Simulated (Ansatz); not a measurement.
Crystal: CdF2.

```
CELL_PARAMETERS angstrom
0.00000 2.69400 2.69400
2.69400 0.00000 2.69400
2.69400 2.69400 0.00000
ATOMIC_POSITIONS crystal
Cd 0.00000 0.00000 0.00000
F 0.75000 0.75000 0.75000
F 0.25000 0.25000 0.25000
```

Base run:

| Quantity | Value |
| --- | --- |
| Program | Ansatz 0.2.0 |
| Functional | PBEsol |
| Potentials or basis | all-electron LAPW, non-relativistic |
| Cutoff | 293 eV (chosen from the basis error) |
| Basis error allowed | 0.002 eV/atom |
| k mesh | 9 × 9 × 9 |
| Occupations | fermi-dirac, width 0.05 eV |
| Spin | no spin polarisation |

Its results: band gap on the k mesh 3.63 eV, indirect (least direct gap 4.25 eV); pressure 1.0 GPa.

Q: The run is repeated on the same cell with these changes: potentials or basis from all-electron LAPW, non-relativistic to all-electron LAPW, inner shells corrected to Dirac's equation. What comes out?

A: Band gap on the k mesh 2.96 eV, indirect (least direct gap 3.42 eV); pressure -0.2 GPa.

Caveats: relativity is left out, which matters for the heavier elements (some runs).
